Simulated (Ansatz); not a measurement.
# Al: a line through a two-coordinate scan

How does the energy of Al (P6_3/mmc, No. 194; 4 atoms in the cell) vary with volume per atom, at c/a of the conventional cell = 3.218?

Computed with Ansatz 0.2.0 (DFT PBE+D3(BJ), scalar-relativistic, plane waves, PAW, unless a step's input says otherwise).

41 further runs of the same task are left out: 41 set aside as unsound or not needed. Runs told in other sessions of the task aren't counted.

**1. Starting point**

Symmetry: P6_3/mmc, No. 194, hexagonal system. The conventional cell has a = 2.814 Å, b = 2.814 Å, c = 9.241 Å, α = 90.00°, β = 90.00°, γ = 120.00°. Al (site symmetry -3m) is surrounded by 12 Al at 2.81 to 2.82 Å. Al (site symmetry -6m2) has 12 Al at 2.81 to 2.82 Å in its first shell of neighbours.

Coordinates:

```
CELL_PARAMETERS angstrom
2.81442 0.00000 0.00000
-1.40721 2.43736 0.00000
0.00000 0.00000 9.24105
ATOMIC_POSITIONS crystal
Al 0.00000 0.00000 0.00000
Al 0.33333 0.66667 0.25000
Al 0.00000 0.00000 0.50000
Al 0.66667 0.33333 0.75000
```

It goes back to an entry of the Materials Project, which need not be the stable form.

It is the result of an earlier relaxation at this level (volume 15.85 Å³/atom; gap on the mesh: none (metal)).

**2. The scan**

The energy is mapped over volume and the cell's shape.

- volume per atom: 9 values from 14.580 to 17.116 Å³
- c/a of the conventional cell: 9 values from 3.030 to 3.558

Nothing else is relaxed (symmetry fixes all fractional coordinates). Energies count from the relaxed crystal. Points are written as (first, second).

**3. The run at (14.580 Å³, 3.218)**

File input.yaml:

```yaml
crystal:
  lattice:
    - [2.7556250209, 0.0, 0.0]
    - [-1.3778125105, 2.3864412714, 0.0]
    - [0.0, 0.0, 8.8684280046]
  atoms:
    - { symbol: Al, position: [0.0, 0.0, 0.0] }
    - { symbol: Al, position: [0.3333333333, 0.6666666667, 0.25] }
    - { symbol: Al, position: [0.0, 0.0, 0.5] }
    - { symbol: Al, position: [0.6666666667, 0.3333333333, 0.75] }
basis:
  ecutwfc: 420
kpoints:
  mp_grid: { grid: [18, 18, 6] }
hamiltonian:
  xc: pbe
  pseudopotentials: { kind: paw, azcp: { folder: soft_1 } }
  dispersion: d3bj
scf:
  occupations: { method: gaussian, width: 0.15 }
output:
  forces: true
  stress: true
  eigenvalues: true
```

Command:

```
$ ansatz run input.yaml --threads 2 --pin off --max-ram 4096MiB --backend cpu --events-out ev --progress --plain --runs-dir out
```

The log of the run, shortened:

```text
Warning: RAYON_NUM_THREADS=2 ignored (pool sized by the plan → 2); use --threads N
[...]
Pseudopotentials: kind: paw
Pseudopotential: Al, paw, valence charge 3, recommended cutoff 420 eV (normal), <dir>
Functional definition: PBE
[...]
Crystal: 4 atoms, lattice volume = 58.320 Å³
Basis set: ecut = 420 eV, 1151 PW (Γ), exchange–correlation on 40×40×120 points (8 copies of the dense FFT grid, shifted against one another)
Bands: 10, of which v1, the nominal top of the filled ones, is band 6 counted from 1 (5 counted from 0)
Symmetry: 24 space group operations
Space group: P63/mmc (ITA 194), of the structure as read, at distance tolerance 3.9e-5 Å
k-points: 148 of 1944
[...]
SCF iter   1: F=—  HF=-2151.396278 eV  |F-HF|=—  |Δ(HF+E_count)|=         —  Δρ=2.53e-2  dr2=3.71e-1  ethr=3.10e-3  ⟨swp⟩=6.6  Hψ=11772  notcnv=0
[...]
SCF iter   7: F=-2151.213000 eV  HF=-2151.213000 eV  |F-HF|=2.50e-9  |Δ(HF+E_count)|=   8.11e-8  Δρ=1.27e-6  dr2=3.09e-9  ethr=8.33e-10  ⟨swp⟩=5.6  Hψ=6275  notcnv=0
[...]
SCF converged after 7 iterations
Free energy (F): -2151.213000 eV
[...]
E sigma→0 (E₀):  -2151.205155 eV
Entropy (-TS):   -0.015691 eV (-3.923 meV/atom)
Fermi energy:    9.261271 eV
[...]
--- Forces (eV/Å), atoms counted from 1 ---
  atom   1  Al    -0.00000000    -0.00000000     0.00000000
  atom   2  Al     0.00000000     0.00000000     0.00000000
  atom   3  Al     0.00000000    -0.00000000     0.00000000
  atom   4  Al    -0.00000000    -0.00000000     0.00000000
[...]
--- Stress (GPa, compression-positive) ---
        7.730343       0.000000       0.000000
        0.000000       7.730343       0.000000
        0.000000       0.000000      10.366424
  P = ⅓ Tr σ = 8.6090 GPa (86.090 kbar)
--- Band table (eV; the first three rows and the last of 148) ---
  k-point 0: bands = ["-2.7236", "-0.8603", "-0.8576", "4.2865", "4.9155", "13.2564", "13.2737", "20.6548", "20.6548", "20.6939"]
[...]
```

It took 2.9 s on 2 threads of Arm Neoverse V1, shared host; peak memory 0.35 GiB.

Energy on the map's scale: 32.9 meV/atom.

**4. Point (14.897 Å³, 3.218)**

input.yaml, as its differences from that of step 3:

```diff
@@ -2,5 +2,5 @@
   lattice:
-    - [2.7556250209, 0.0, 0.0]
-    - [-1.3778125105, 2.3864412714, 0.0]
-    - [0.0, 0.0, 8.8684280046]
+    - [2.7754530431, 0.0, 0.0]
+    - [-1.3877265216, 2.4036128423, 0.0]
+    - [0.0, 0.0, 8.9322405285]
   atoms:
```

Command:

```
$ ansatz run input.yaml --threads 2 --pin off --max-ram 4096MiB --backend cpu --events-out ev --progress --plain --runs-dir out
```

The log of the run, shortened:

```text
Warning: RAYON_NUM_THREADS=2 ignored (pool sized by the plan → 2); use --threads N
[...]
[... 3 set-up lines as earlier in the session ...]
[...]
Crystal: 4 atoms, lattice volume = 59.588 Å³
Basis set: ecut = 420 eV, 1169 PW (Γ), exchange–correlation on 40×40×120 points (8 copies of the dense FFT grid, shifted against one another)
Bands: 10, of which v1, the nominal top of the filled ones, is band 6 counted from 1 (5 counted from 0)
[... 2 set-up lines as earlier in the session ...]
k-points: 148 of 1944
[...]
SCF iter   1: F=—  HF=-2151.444117 eV  |F-HF|=—  |Δ(HF+E_count)|=         —  Δρ=2.47e-2  dr2=3.68e-1  ethr=3.10e-3  ⟨swp⟩=6.6  Hψ=11767  notcnv=0
[...]
SCF iter   6: F=-2151.270993 eV  HF=-2151.270993 eV  |F-HF|=1.02e-8  |Δ(HF+E_count)|=   2.22e-7  Δρ=5.07e-6  dr2=2.04e-8  ethr=8.33e-10  ⟨swp⟩=6.2  Hψ=10665  notcnv=0
[...]
SCF converged after 6 iterations
Free energy (F): -2151.270993 eV
[...]
E sigma→0 (E₀):  -2151.263177 eV
Entropy (-TS):   -0.015632 eV (-3.908 meV/atom)
Fermi energy:    9.022189 eV
[...]
--- Forces (eV/Å), atoms counted from 1 ---
  atom   1  Al     0.00000000    -0.00000000     0.00000000
  atom   2  Al     0.00000000    -0.00000000     0.00000000
  atom   3  Al     0.00000000     0.00000000     0.00000000
  atom   4  Al     0.00000000     0.00000000    -0.00000000
[...]
--- Stress (GPa, compression-positive) ---
        5.268057       0.000000       0.000000
       -0.000000       5.268057       0.000000
       -0.000000       0.000000       7.732934
  P = ⅓ Tr σ = 6.0897 GPa (60.897 kbar)
--- Band table (eV; the first three rows and the last of 148) ---
  k-point 0: bands = ["-2.8102", "-0.9728", "-0.9696", "4.1295", "4.7024", "12.9650", "12.9817", "20.2439", "20.2439", "20.3148", "20.3148", "21.2365", "21.2365", "21.3495"]
[...]
```

It took 4.3 s on 2 threads of Arm Neoverse V1, shared host; peak memory 0.37 GiB.

That is 18.4 meV/atom from the zero.

**5. The run at (15.214 Å³, 3.218)**

input.yaml, as its differences from that of step 4:

```diff
@@ -2,5 +2,5 @@
   lattice:
-    - [2.7754530431, 0.0, 0.0]
-    - [-1.3877265216, 2.4036128423, 0.0]
-    - [0.0, 0.0, 8.9322405285]
+    - [2.7950017369, 0.0, 0.0]
+    - [-1.3975008685, 2.4205425077, 0.0]
+    - [0.0, 0.0, 8.9951540898]
   atoms:
```

Command:

```
$ ansatz run input.yaml --threads 2 --pin off --max-ram 4096MiB --backend cpu --events-out ev --progress --plain --runs-dir out
```

The log of the run, shortened:

```text
[...]
SCF converged after 6 iterations
Free energy (F): -2151.310070 eV
[...]
E sigma→0 (E₀):  -2151.302250 eV
Entropy (-TS):   -0.015639 eV (-3.910 meV/atom)
Fermi energy:    8.791685 eV
[...]
--- Forces (eV/Å), atoms counted from 1 ---
  atom   1  Al     0.00000000     0.00000000     0.00000000
  atom   2  Al    -0.00000000     0.00000000     0.00000000
  atom   3  Al     0.00000000     0.00000000     0.00000000
  atom   4  Al     0.00000000    -0.00000000     0.00000000
[...]
--- Stress (GPa, compression-positive) ---
        3.054749      -0.000000       0.000000
       -0.000000       3.054749       0.000000
        0.000000       0.000000       5.371927
  P = ⅓ Tr σ = 3.8271 GPa (38.271 kbar)
--- Band table (eV; the first three rows and the last of 148) ---
  k-point 0: bands = ["-2.8928", "-1.0803", "-1.0767", "3.9789", "4.4971", "12.6837", "12.6999", "19.8452", "19.8452", "19.9460", "19.9460", "20.8738", "20.8738", "21.0071"]
[...]
```

Run time: 4.5 s. Hardware: 2 threads of Arm Neoverse V1, shared host; peak memory 0.39 GiB.

Energy on the map's scale: 8.6 meV/atom.

**6. The run at (15.848 Å³, 3.218)**

input.yaml, as its differences from that of step 5:

```diff
@@ -2,5 +2,5 @@
   lattice:
-    - [2.7950017369, 0.0, 0.0]
-    - [-1.3975008685, 2.4205425077, 0.0]
-    - [0.0, 0.0, 8.9951540898]
+    - [2.833290188, 0.0, 0.0]
+    - [-1.416645094, 2.4537012791, 0.0]
+    - [0.0, 0.0, 9.1183778121]
   atoms:
```

Command:

```
$ ansatz run input.yaml --threads 2 --pin off --max-ram 4096MiB --backend cpu --events-out ev --progress --plain --runs-dir out
```

The log of the run, shortened:

```text
Warning: RAYON_NUM_THREADS=2 ignored (pool sized by the plan → 2); use --threads N
[...]
[... 3 set-up lines as earlier in the session ...]
[...]
Crystal: 4 atoms, lattice volume = 63.391 Å³
Basis set: ecut = 420 eV, 1255 PW (Γ), exchange–correlation on 40×40×128 points (8 copies of the dense FFT grid, shifted against one another)
Bands: 10, of which v1, the nominal top of the filled ones, is band 6 counted from 1 (5 counted from 0)
[... 1 set-up line as earlier in the session ...]
Space group: P63/mmc (ITA 194), of the structure as read, at distance tolerance 4.0e-5 Å
k-points: 148 of 1944
[...]
SCF iter   1: F=—  HF=-2151.488027 eV  |F-HF|=—  |Δ(HF+E_count)|=         —  Δρ=2.32e-2  dr2=3.60e-1  ethr=3.10e-3  ⟨swp⟩=6.6  Hψ=26316  notcnv=0  defer=8
[...]
SCF iter   6: F=-2151.339088 eV  HF=-2151.339088 eV  |F-HF|=2.06e-8  |Δ(HF+E_count)|=   1.17e-6  Δρ=5.59e-6  dr2=3.59e-8  ethr=8.33e-10  ⟨swp⟩=7.0  Hψ=10848  notcnv=0
[...]
SCF converged after 6 iterations
Free energy (F): -2151.339088 eV
[...]
E sigma→0 (E₀):  -2151.331067 eV
Entropy (-TS):   -0.016043 eV (-4.011 meV/atom)
Fermi energy:    8.353739 eV
[...]
--- Forces (eV/Å), atoms counted from 1 ---
  atom   1  Al    -0.00000000     0.00000000    -0.00000000
  atom   2  Al    -0.00000000     0.00000000     0.00000000
  atom   3  Al    -0.00000000     0.00000000     0.00000000
  atom   4  Al    -0.00000000    -0.00000000     0.00000000
[...]
--- Stress (GPa, compression-positive) ---
       -0.711923       0.000000       0.000000
        0.000000      -0.711923       0.000000
        0.000000       0.000000       1.364033
  P = ⅓ Tr σ = -0.0199 GPa (-0.199 kbar)
--- Band table (eV; the first three rows and the last of 148) ---
  k-point 0: bands = ["-3.0468", "-1.2821", "-1.2775", "3.6963", "4.1080", "12.1495", "12.1647", "19.0828", "19.0828", "19.2378", "19.2378", "20.1900", "20.1900", "20.3572"]
[...]
```

Run time: 4.6 s. Hardware: 2 threads of Arm Neoverse V1, shared host; peak memory 0.4 GiB.

On the map this point reads 1.4 meV/atom.

**7. Point (16.165 Å³, 3.218)**

input.yaml, as its differences from that of step 6:

```diff
@@ -2,5 +2,5 @@
   lattice:
-    - [2.833290188, 0.0, 0.0]
-    - [-1.416645094, 2.4537012791, 0.0]
-    - [0.0, 0.0, 9.1183778121]
+    - [2.8520656263, 0.0, 0.0]
+    - [-1.4260328132, 2.4699612856, 0.0]
+    - [0.0, 0.0, 9.178802805]
   atoms:
```

Command:

```
$ ansatz run input.yaml --threads 2 --pin off --max-ram 4096MiB --backend cpu --events-out ev --progress --plain --runs-dir out
```

The log of the run, shortened:

```text
[...]
SCF converged after 6 iterations
Free energy (F): -2151.332367 eV
[...]
E sigma→0 (E₀):  -2151.324146 eV
Entropy (-TS):   -0.016443 eV (-4.111 meV/atom)
Fermi energy:    8.144809 eV
[...]
--- Forces (eV/Å), atoms counted from 1 ---
  atom   1  Al    -0.00000000    -0.00000000    -0.00000000
  atom   2  Al     0.00000000    -0.00000000     0.00000000
  atom   3  Al    -0.00000000    -0.00000000     0.00000000
  atom   4  Al    -0.00000000     0.00000000     0.00000000
[...]
--- Stress (GPa, compression-positive) ---
       -2.305020       0.000000       0.000000
        0.000000      -2.305020       0.000000
        0.000000       0.000000      -0.331264
  P = ⅓ Tr σ = -1.6471 GPa (-16.471 kbar)
--- Band table (eV; the first three rows and the last of 148) ---
  k-point 0: bands = ["-3.1188", "-1.3769", "-1.3719", "3.5633", "3.9233", "11.8953", "11.9100", "18.7176", "18.7176", "18.8973", "18.8973", "19.8671", "19.8671", "20.0482"]
[...]
```

Run time: 4.8 s. Hardware: 2 threads of Arm Neoverse V1, shared host; peak memory 0.4 GiB.

That is 3.0 meV/atom from the zero.

**8. Changing settings: n_extra_bands 4, ecutwfc left out**

input.yaml, as its differences from that of step 7:

```diff
@@ -10,4 +10,2 @@
     - { symbol: Al, position: [0.6666666667, 0.3333333333, 0.75] }
-basis:
-  ecutwfc: 420
 kpoints:
@@ -20,5 +18,6 @@
   occupations: { method: gaussian, width: 0.15 }
+  n_extra_bands: 4
 output:
   forces: true
+  eigenvalues: true
   stress: true
-  eigenvalues: true
```

Command:

```
$ ansatz run input.yaml --threads 2 --pin off --max-ram 4096MiB --backend cpu --events-out ev --progress --plain --runs-dir out
```

The log of the run, shortened:

```text
Warning: RAYON_NUM_THREADS=2 ignored (pool sized by the plan → 2); use --threads N
scf.n_extra_bands = 4 over 6 filled bands (N_el = 12.0): the run solves 10 bands
[...]
[... 3 set-up lines as earlier in the session ...]
[...]
Crystal: 4 atoms, lattice volume = 64.660 Å³
Basis set: ecut = 420 eV, 1255 PW (Γ), exchange–correlation on 40×40×128 points (8 copies of the dense FFT grid, shifted against one another)
Bands: 10, of which v1, the nominal top of the filled ones, is band 6 counted from 1 (5 counted from 0)
[... 2 set-up lines as earlier in the session ...]
k-points: 148 of 1944
[...]
SCF iter   1: F=—  HF=-2151.474742 eV  |F-HF|=—  |Δ(HF+E_count)|=         —  Δρ=2.28e-2  dr2=3.58e-1  ethr=3.10e-3  ⟨swp⟩=6.7  Hψ=11773  notcnv=0
[...]
SCF iter   7: F=-2151.332367 eV  HF=-2151.332367 eV  |F-HF|=7.01e-10  |Δ(HF+E_count)|=   3.42e-8  Δρ=8.34e-7  dr2=9.79e-10  ethr=8.33e-10  ⟨swp⟩=5.4  Hψ=5933  notcnv=0
[...]
SCF converged after 7 iterations
Free energy (F): -2151.332367 eV
[...]
E sigma→0 (E₀):  -2151.324146 eV
Entropy (-TS):   -0.016443 eV (-4.111 meV/atom)
Fermi energy:    8.144807 eV
[...]
--- Forces (eV/Å), atoms counted from 1 ---
  atom   1  Al    -0.00000000     0.00000000     0.00000000
  atom   2  Al    -0.00000000    -0.00000000     0.00000000
  atom   3  Al    -0.00000000     0.00000000     0.00000000
  atom   4  Al    -0.00000000     0.00000000     0.00000000
[...]
--- Stress (GPa, compression-positive) ---
       -2.305013      -0.000000       0.000000
       -0.000000      -2.305013       0.000000
        0.000000       0.000000      -0.331091
  P = ⅓ Tr σ = -1.6470 GPa (-16.470 kbar)
--- Band table (eV; the first three rows and the last of 148) ---
  k-point 0: bands = ["-3.1188", "-1.3769", "-1.3719", "3.5633", "3.9233", "11.8953", "11.9100", "18.7176", "18.7176", "18.8973"]
[...]
```

Wall time 3.9 s (2 threads of Arm Neoverse V1, shared host); peak memory 0.36 GiB.

```tsv
run	ending	energy change	pressure (GPa)	gap (eV)	force (eV/Å)	cycles	time
step 7	converged	0	-1.6	0.00	0.00	6	4.8 s
variant	converged	0.0 meV/atom	-1.6	0.00	0.00	7	3.9 s
```

The changed keys (n_extra_bands and ecutwfc) make no visible difference here (energy 0.0 meV/atom).

**9. The run at (16.482 Å³, 3.218)**

input.yaml, as its differences from that of step 7:

```diff
@@ -2,5 +2,5 @@
   lattice:
-    - [2.8520656263, 0.0, 0.0]
-    - [-1.4260328132, 2.4699612856, 0.0]
-    - [0.0, 0.0, 9.178802805]
+    - [2.8705883285, 0.0, 0.0]
+    - [-1.4352941643, 2.4860024163, 0.0]
+    - [0.0, 0.0, 9.2384144177]
   atoms:
```

Command:

```
$ ansatz run input.yaml --threads 2 --pin off --max-ram 4096MiB --backend cpu --events-out ev --progress --plain --runs-dir out
```

The log of the run, shortened:

```text
[...]
SCF converged after 6 iterations
Free energy (F): -2151.313482 eV
[...]
E sigma→0 (E₀):  -2151.305020 eV
Entropy (-TS):   -0.016924 eV (-4.231 meV/atom)
Fermi energy:    7.942166 eV
[...]
--- Forces (eV/Å), atoms counted from 1 ---
  atom   1  Al    -0.00000000     0.00000000     0.00000000
  atom   2  Al     0.00000000    -0.00000000     0.00000000
  atom   3  Al     0.00000000     0.00000000     0.00000000
  atom   4  Al     0.00000000     0.00000000     0.00000000
[...]
--- Stress (GPa, compression-positive) ---
       -3.724807       0.000000       0.000000
       -0.000000      -3.724807       0.000000
        0.000000       0.000000      -1.848325
  P = ⅓ Tr σ = -3.0993 GPa (-30.993 kbar)
--- Band table (eV; the first three rows and the last of 148) ---
  k-point 0: bands = ["-3.1877", "-1.4677", "-1.4626", "3.4354", "3.7449", "11.6494", "11.6637", "18.3628", "18.3628", "18.5656", "18.5656", "19.5560", "19.5560", "19.7495"]
[...]
```

It took 4.9 s on 2 threads of Arm Neoverse V1, shared host; peak memory 0.4 GiB.

On the map this point reads 7.8 meV/atom.

**10. Point (16.799 Å³, 3.218)**

input.yaml, as its differences from that of step 9:

```diff
@@ -2,5 +2,5 @@
   lattice:
-    - [2.8705883285, 0.0, 0.0]
-    - [-1.4352941643, 2.4860024163, 0.0]
-    - [0.0, 0.0, 9.2384144177]
+    - [2.8888750283, 0.0, 0.0]
+    - [-1.4444375142, 2.5018391629, 0.0]
+    - [0.0, 0.0, 9.2972665036]
   atoms:
```

Command:

```
$ ansatz run input.yaml --threads 2 --pin off --max-ram 4096MiB --backend cpu --events-out ev --progress --plain --runs-dir out
```

The log of the run, shortened:

```text
[...]
SCF converged after 6 iterations
Free energy (F): -2151.283728 eV
[...]
E sigma→0 (E₀):  -2151.275011 eV
Entropy (-TS):   -0.017434 eV (-4.358 meV/atom)
Fermi energy:    7.745455 eV
[...]
--- Forces (eV/Å), atoms counted from 1 ---
  atom   1  Al    -0.00000000    -0.00000000     0.00000000
  atom   2  Al    -0.00000000     0.00000000     0.00000000
  atom   3  Al     0.00000000    -0.00000000     0.00000000
  atom   4  Al     0.00000000    -0.00000000     0.00000000
[...]
--- Stress (GPa, compression-positive) ---
       -4.987641       0.000000       0.000000
       -0.000000      -4.987641       0.000000
        0.000000       0.000000      -3.209292
  P = ⅓ Tr σ = -4.3949 GPa (-43.949 kbar)
--- Band table (eV; the first three rows and the last of 148) ---
  k-point 0: bands = ["-3.2537", "-1.5550", "-1.5498", "3.3123", "3.5723", "11.4111", "11.4251", "18.0179", "18.0179", "18.2422", "18.2422", "19.2561", "19.2561", "19.4604"]
[...]
```

Wall time 5.4 s (2 threads of Arm Neoverse V1, shared host); peak memory 0.41 GiB.

Energy on the map's scale: 15.2 meV/atom.

**11. The line in numbers**

| volume per atom (Å³) | step | energy (meV/atom) | slope (meV/atom per Å³) | pressure (GPa) |
| --- | --- | --- | --- | --- |
| 14.580 | 3 | 32.9 | −54 | 8.6 |
| 14.897 | 4 | 18.4 | −38 | 6.1 |
| 15.214 | 5 | 8.6 | −24 | 3.8 |
| 15.531 | – | 3.1 | −11 | 1.8 |
| 15.848 | 6 | 1.4 | 0 | 0.0 |
| 16.165 | 7 | 3.0 | 10 | −1.6 |
| 16.482 | 9 | 7.8 | 19 | −3.1 |
| 16.799 | 10 | 15.2 | 27 | −4.4 |
| 17.116 | – | 25.1 | 35 | −5.5 |

Energies count from the relaxed crystal. Rows without a step come from runs not printed here or follow by symmetry. Slopes come from the forces (and the stress, where the cell changes), not from differences of energies.

```tsv
run	outcome
step 8, run with n_extra_bands 4, ecutwfc left out (against step 7)	0.0 meV/atom
```

What this shows: Of the points computed the energy is lowest at 15.848 Å³, 1.4 meV/atom from the zero. A fit to energies and slopes at the lowest point and its two neighbours puts the minimum at 15.8448 Å³, with a curvature of about 34 meV/atom per (Å³)². V·d²E/dV² there is about 86 GPa, a bulk modulus under this line's constraint. The highest point computed, at 14.580 Å³, lies 31.5 meV/atom above the lowest. This is one cut through a surface in two coordinates; the map's lowest point lies off it.
